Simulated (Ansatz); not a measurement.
## Al3Ru2: how the plane-wave cutoff moves the results

Theory: Ansatz, DFT PBEsol, scalar-relativistic, plane waves, PAW.

```yaml
crystal:
  lattice:
    - [-1.53890, 1.53890, 7.14310]
    - [1.53890, -1.53890, 7.14310]
    - [1.53890, 1.53890, -7.14310]
  atoms:
    - { symbol: Al, position: [0.00000, 0.00000, 0.00000] }
    - { symbol: Al, position: [0.80618, 0.80618, 0.00000] }
    - { symbol: Al, position: [0.19382, 0.19382, 0.00000] }
    - { symbol: Ru, position: [0.60587, 0.60587, 0.00000] }
    - { symbol: Ru, position: [0.39413, 0.39413, 0.00000] }
```

The Γ-centred k-mesh is 16×16×16. The occupation rule is Gaussian smearing, 0.1 eV and the spin treatment is unpolarised. The valence charge of the PAW sets is Al 3, Ru 16.

The atoms are held and the plane-wave cutoff is swept. Energies are extrapolated to zero smearing and count from the reference run, 850 eV. The cell isn't necessarily relaxed at this level. Pressure is positive in compression and holds a correction for the finite cutoff (Pulay stress).

Times are rough; the reference took 2.3 min on 1 thread of AMD EPYC (Zen 3), on a shared host, peak memory 1.3 GiB.

(1) One run gave ΔE = 93.4 meV/atom and P = -0.31 GPa. Which plane-wave cutoff did it use, of 150, 200, 250, 300, 350, 380, 420, 460, 520, 600, 700?

## Answers

(1) 300 eV. All runs:

```
cutoff (eV)  ΔE (meV/atom) P (GPa) largest change of a force component (eV/Å) plane waves at Γ  wall time (s)
        150          18902    -3.86                                       3.287               283             19
        200           3739    -2.35                                       0.492               413             21
        250            686    -1.00                                       0.088               599             26
        300           93.4    -0.31                                       0.022               801             32
        350           9.43    -0.98                                       0.004              1025             36
        380           2.86    -1.02                                       0.002              1115             40
        420           1.20    -1.03                                       0.001              1331             57
        460           0.73    -1.03                                       0.000              1517             52
        520           0.33    -1.04                                       0.000              1803             65
        600           0.18    -1.04                                       0.000              2249             85
        700           0.10    -1.04                                       0.000              2851            110
        850           0.00    -1.04                                       0.000              3817            140
```